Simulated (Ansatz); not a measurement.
# MgTe (F-43m), effective masses from band slopes: input and output

Level of theory: r²SCAN, PAW on Ansatz 0.2.0's default frozen-core files (fitted under PBE), scalar-relativistic.

The cell comes from a PAW relaxation under the same functional.

The structure is one entry of a database and needn't be the stable phase.

The run reads the converged density of an earlier one (folder ck) and closes the SCF again from it before it solves the listed points.

Command line:

```sh
ansatz run input.yaml --threads 1 --pin off --max-ram 3072MiB --backend cpu --events-out ev --progress --plain --runs-dir out
```

input.yaml:

```yaml
crystal:
  lattice:
    - [0.0, 3.2319988239, 3.2319988239]
    - [3.2319988239, 0.0, 3.2319988239]
    - [3.2319988239, 3.2319988239, 0.0]
  atoms:
    - { symbol: Mg, position: [0.0, 0.0, 0.0] }
    - { symbol: Te, position: [0.25, 0.25, 0.25] }
kpoints:
  mp_grid: { grid: [6, 6, 6] }
scf:
  occupations: { method: fixed }
hamiltonian:
  xc: r2scan
  pseudopotentials: { kind: paw }
output:
  eigenstates:
    kpoints:
      - [0.0, 0.0, 0.0]
      - [0.0, 0.002571943, 0.002571943]
      - [0.0, 0.005143886, 0.005143886]
      - [0.0, 0.010287772, 0.010287772]
      - [0.002571943, 0.0, 0.002571943]
      - [0.005143886, 0.0, 0.005143886]
      - [0.010287772, 0.0, 0.010287772]
      - [0.002571943, 0.002571943, 0.0]
      - [0.005143886, 0.005143886, 0.0]
      - [0.010287772, 0.010287772, 0.0]
      - [0.001818638, 0.001818638, 0.003637277]
      - [0.003637277, 0.003637277, 0.007274553]
      # ... 66 further points ...
      - [0.011879296, 0.011879296, 0.011879296]
      - [-0.001049991, -0.001049991, 0.002099983]
      - [-0.002099983, -0.002099983, 0.004199965]
      - [-0.004199965, -0.004199965, 0.00839993]
    de_dk: true
    e_range: [-3, 6.108930071338]
checkpoint:
  read: ck
```

The program printed:

```
Warning: RAYON_NUM_THREADS=1 ignored (pool sized by the plan → 1); use --threads N
Engine: ansatz 0.2.0, x86_64-unknown-linux-gnu
Pseudopotentials: kind: paw
Pseudopotential: Mg, paw, valence charge 10, recommended cutoff 500 eV (meta_gga), Mg.paw.azcp
Pseudopotential: Te, paw, valence charge 16, recommended cutoff 500 eV (meta_gga), Te.paw.azcp
Functional definition: r2SCAN
  parameter k0 = 0.174
  parameter k1 = 0.065
  parameter a1 = 4.9479
  exchange = r2scan_x(k0 = k0, k1 = k1, a1 = a1)
  correlation = r2scan_c
Crystal: 2 atoms, lattice volume = 67.522 Å³
Basis set: ecut = 500 eV, 1687 PW (Γ), exchange–correlation on 144×144×144 points (64 copies of the dense FFT grid, shifted against one another)
Bands: 17, of which v1, the nominal top of the filled ones, is band 13 counted from 1 (12 counted from 0)
Symmetry: 24 space group operations
Space group: F-43m (ITA 216), of the structure as read, at distance tolerance 4.1e-5 Å
k-points: 16 of 216 (time reversal used)
Non-local potential: Mg, projectors of the file, l = 0: 3, l = 1: 2, l = 2: 1
Non-local potential: Te, projectors of the file, l = 0: 2, l = 1: 2, l = 2: 2, l = 3: 2
PAW form: soft (Blöchl's): semilocal exchange-correlation on the pseudo side does not see the compensation charge
PAW frozen core: Mg, regenerated for the run's functional (the file was generated under x = pbe(κ = 0.804, μ = 0.2195149727645171), c = pbe(β = 0.06672455060314922))
PAW frozen core: Te, regenerated for the run's functional (the file was generated under x = pbe(κ = 0.804, μ = 0.2195149727645171), c = pbe(β = 0.06672455060314922))
PAW one-centre angular grid: Mg, 302 points (default); XC on 224 Gauss nodes
PAW one-centre angular grid: Te, 590 points (default); XC on 160 Gauss nodes
Initial density: read from a saved state, or passed on in memory by an earlier SCF of this step, an earlier step, the calling program or the single point that the run made first
Stability of the state it starts from, as read at its close in the unpolarized treatment: not read negative (Ritz values of 1 − χ₀K, real part plus size of imaginary part, from 0.87 to 0.99, by its mixing steps under the symmetry ...
Initial wavefunctions: pseudopotential atomic-orbital guess
Functional: x = r2scan, c = r2scan; τ floored in thin density (d = 2e-4 eV/Å³)
iter 1 solved again at ethr=5.46e-8 eV; its pass at ethr=3.10e-3 eV (dr2=1.42e-5 eV) is discarded
SCF iter   1: F=—  HF=-8923.349149 eV  |F-HF|=—  |Δ(HF+E_count)|=         —  Δρ=4.39e-7  dr2=1.06e-10  dr2_τ=2.38e-12  ethr=5.46e-8  ⟨swp⟩=3.6  Hψ=2017  notcnv=0  defer=29
eigensolver tolerance schedule: the retry pair's looser diagonalisation over-reported the residual by 133527.93 of it (diagonalisation noise at an unbounded share of the residual, at the tolerance the schedule requests for it); ...
preconditioner: auto → none  [insulator: Δε(μ)=3.109 eV  Ē_g=9.777 eV  n_scr=14 (ndim 8)  ℏωp=12.8 eV  f_vac=0.113  ε∞_Penn≈2.7]
SCF iter   2: F=—  HF=-8923.349148 eV  |F-HF|=—  |Δ(HF+E_count)|=   9.23e-7  Δρ=3.25e-7  dr2=9.12e-11  dr2_τ=1.40e-12  ethr=1.00e-12  ⟨swp⟩=4.1  Hψ=794  notcnv=0  defer=19
SCF iter   3: F=—  HF=-8923.349148 eV  |F-HF|=—  |Δ(HF+E_count)|=  3.27e-11  Δρ=1.81e-7  dr2=2.37e-11  dr2_τ=3.62e-13  ethr=1.00e-12  ⟨swp⟩=1.0  Hψ=272  notcnv=0  defer=19
SCF iter   4: F=-8923.349148 eV  HF=-8923.349148 eV  |F-HF|=1.82e-12  |Δ(HF+E_count)|=  7.28e-12  Δρ=1.01e-7  dr2=6.06e-12  dr2_τ=1.18e-13  ethr=1.00e-12  ⟨swp⟩=5.4  Hψ=1109  notcnv=0
SCF 1 converged in 4 iterations: F = -8923.349148 eV  dr2 = 6.06e-12
  greatest PAW one-centre occupation: 1.000 electrons in one spin orbital (limit 2), on the Mg atom at site 0 (counted from 0), in its partial waves of l = 0
NSCF: frozen V_eff on 82 k-points
SCF converged after 4 iterations
Free energy (F): -8923.349148 eV
Harris-Foulkes:  -8923.349148 eV  (|F-HF|=1.82e-12)
Internal energy: -8923.349148 eV  (E = F + TS)
E sigma→0 (E₀):  -8923.349148 eV
Fermi energy:    4.046371 eV
--- Per-component energies (eV) ---
  E_band       = -695.413046
  E_kinetic    = 255.724069
  E_local      = -3311.972087  (includes V_loc(G=0)·N_el)
  E_nonlocal   = -213.931292
  E_hartree    = 1576.665412
  E_xc         = -142.407365
  E_vxc        = -150.961575  (∫ρ·V_xc dr)
  E_paw        = -4983.842265  (= ΣΔE_a)
  E_vpaw       = -436.920391  (= ΣTr[D̂ρ^β])
  E_aug_tail   = -0.000040  (compensation charges beyond the density's cutoff)
  E_vtau       = 9.317439  (kinetic-family band-sum trace: ∫τ·v_τ [+ j·A + Jᵃ·Aᵃ] dr)
  E_ewald      = -2103.844226
  E_core_change = 0.258647  (= ΣΔE_core)
  E_smearing   = -0.000000  (= −TS)
  E_closure    = 0.000000  (closes the sum)
  Σ components = -8923.349148   (vs F -8923.349148, Δ=0.00e0)
```

Self-consistency was reached.

Head of eigenstates.tsv:

```
# spin	ik	k_frac_1	k_frac_2	k_frac_3	k_cart_x_inv_ang	k_cart_y_inv_ang	k_cart_z_inv_ang	n_plane_waves	band	set	set_size	e_ev	residual_ev	de_dk_x_ev_times_ang	de_dk_y_ev_t
# format = ansatz-eigenstates/6
# source = listed_points
# n_kpoints = 82
# n_rows = 464
# fermi_ev = 4.046371173301944e0
# fermi_mp_grid = 6 6 6
# fermi_mp_shift = 0 0 0
# fermi_n_kpoints = 16
# fermi_n_bands = 17
# fermi_largest_filled_residual_ev = 7.156079205705722e-7
# vbm_ev = 4.046371173301944e0
# cbm_ev = 7.155300385943882e0
# band_edge_residuals_ev = 1.4501145529529833e-7 7.744992093696201e-5
# n_electrons = 2.6e1
# occupation_method = fixed
# xc_rung = meta_gga
# e_minus_fermi_range_ev = -3e0 6.108930071338e0
# overlap = augmented
# smooth_dims = 36 36 36
# scf_smooth_dims = 36 36 36
# fft_grid_basis = 1 0 0 0 1 0 0 0 1
# xc_grid = 4
# n_bands_solved = 20
# n_bands_printed_max = 17
# set_resolution_ev = 3.4198414680895567e-6
# degenerate_levels = group_imposed
```

**Band extrema**

Band extrema of a crystal from Kohn-Sham levels and slopes, searched on the fine mesh and refined; masses in electron masses from slopes a step away, negative for holes; Cartesian axes as in the input; principal masses of single bands.

```json
{
  "Fine mesh": "10, 10, 10",
  "Band gap": "3.109 eV",
  "Least direct gap on mesh": "3.109 eV"
}
```

```csv
side,point,k a (r.l.u.),k b (r.l.u.),k c (r.l.u.),valleys,level (eV over the valence top),mass light (mₑ),mass middle (mₑ),mass heavy (mₑ)
conduction,Gamma,0,0,0,1,3.109,0.1913,0.1913,0.1913
conduction,X,0,-0.5,-0.5,3,3.228,0.3158,0.3158,0.6051
conduction,L,0,0,-0.5,4,3.833,0.2205,0.2205,1.74
valence,Gamma,0,0,0,1,0,–,–,–
```

Masses along directions:

Branches counted from each extremum; the finite step makes the lightest masses up to 3 per cent heavy.

- Fine mesh: 10, 10, 10

| side | point | k a (r.l.u.) | k b (r.l.u.) | k c (r.l.u.) | direction | number | level from its edge (eV) | band mass (mₑ) |
| --- | --- | --- | --- | --- | --- | --- | --- | --- |
| conduction | Gamma | 0 | 0 | 0 | 100 | 1 | 0 | 0.1913 |
| conduction | Gamma | 0 | 0 | 0 | 010 | 1 | 0 | 0.1913 |
| conduction | Gamma | 0 | 0 | 0 | 001 | 1 | 0 | 0.1913 |
| conduction | Gamma | 0 | 0 | 0 | 110 | 1 | 0 | 0.1913 |
| conduction | Gamma | 0 | 0 | 0 | 111 | 1 | 0 | 0.1913 |
| conduction | Gamma | 0 | 0 | 0 | 11-2 | 1 | 0 | 0.1913 |
| conduction | X | 0 | -0.5 | -0.5 | 100 | 1 | 0.119 | 0.605 |
| conduction | X | 0 | -0.5 | -0.5 | 010 | 1 | 0.119 | 0.3158 |
| conduction | X | 0 | -0.5 | -0.5 | 001 | 1 | 0.119 | 0.3158 |
| conduction | X | 0 | -0.5 | -0.5 | 110 | 1 | 0.119 | 0.4149 |
| conduction | X | 0 | -0.5 | -0.5 | 011 | 1 | 0.119 | 0.316 |
| conduction | X | 0 | -0.5 | -0.5 | 111 | 1 | 0.119 | 0.3758 |
| conduction | X | 0 | -0.5 | -0.5 | 11-2 | 1 | 0.119 | 0.3432 |
| conduction | L | 0 | 0 | -0.5 | 100 | 1 | 0.724 | 0.311 |
| conduction | L | 0 | 0 | -0.5 | 010 | 1 | 0.724 | 0.311 |
| conduction | L | 0 | 0 | -0.5 | 001 | 1 | 0.724 | 0.311 |
| conduction | L | 0 | 0 | -0.5 | 110 | 1 | 0.724 | 0.5277 |
| conduction | L | 0 | 0 | -0.5 | 1-10 | 1 | 0.724 | 0.2206 |
| conduction | L | 0 | 0 | -0.5 | 111 | 1 | 0.724 | 0.2442 |
| conduction | L | 0 | 0 | -0.5 | 11-2 | 1 | 0.724 | 0.9852 |
| valence | Gamma | 0 | 0 | 0 | 100 | 1 | 0 | -0.8977 |
| valence | Gamma | 0 | 0 | 0 | 100 | 2 | 0 | -0.8977 |
| valence | Gamma | 0 | 0 | 0 | 100 | 3 | 0 | -0.2318 |
| valence | Gamma | 0 | 0 | 0 | 010 | 1 | 0 | -0.8977 |
| valence | Gamma | 0 | 0 | 0 | 010 | 2 | 0 | -0.8977 |
| valence | Gamma | 0 | 0 | 0 | 010 | 3 | 0 | -0.2318 |
| valence | Gamma | 0 | 0 | 0 | 001 | 1 | 0 | -0.8977 |
| valence | Gamma | 0 | 0 | 0 | 001 | 2 | 0 | -0.8977 |
| valence | Gamma | 0 | 0 | 0 | 001 | 3 | 0 | -0.2318 |
| valence | Gamma | 0 | 0 | 0 | 110 | 1 | 0 | -8.157 |
| valence | Gamma | 0 | 0 | 0 | 110 | 2 | 0 | -0.8977 |
| valence | Gamma | 0 | 0 | 0 | 110 | 3 | 0 | -0.1885 |
| valence | Gamma | 0 | 0 | 0 | 111 | 1 | 0 | -2.207 |
| valence | Gamma | 0 | 0 | 0 | 111 | 2 | 0 | -2.207 |
| valence | Gamma | 0 | 0 | 0 | 111 | 3 | 0 | -0.1774 |
| valence | Gamma | 0 | 0 | 0 | 11-2 | 1 | 0 | -2.447 |
| valence | Gamma | 0 | 0 | 0 | 11-2 | 2 | 0 | -1.276 |
| valence | Gamma | 0 | 0 | 0 | 11-2 | 3 | 0 | -0.1869 |

Caveats: frozen-core PAW files fitted under PBE, their cores solved anew for the functional of the run; no spin-orbit coupling on heavy atoms; semilocal gaps are low, and what follows the gap (onsets, screening, light masses) shifts with it; without spin-orbit coupling, bands that meet at the valence top are not the light and heavy holes of experiment; this zinc-blende form is metastable at ambient conditions.

Cost: 5.4 s on 1 thread of AMD EPYC 9R45 96-Core Processor (Zen 5), with other jobs on the host, peak memory 0.51 GiB.
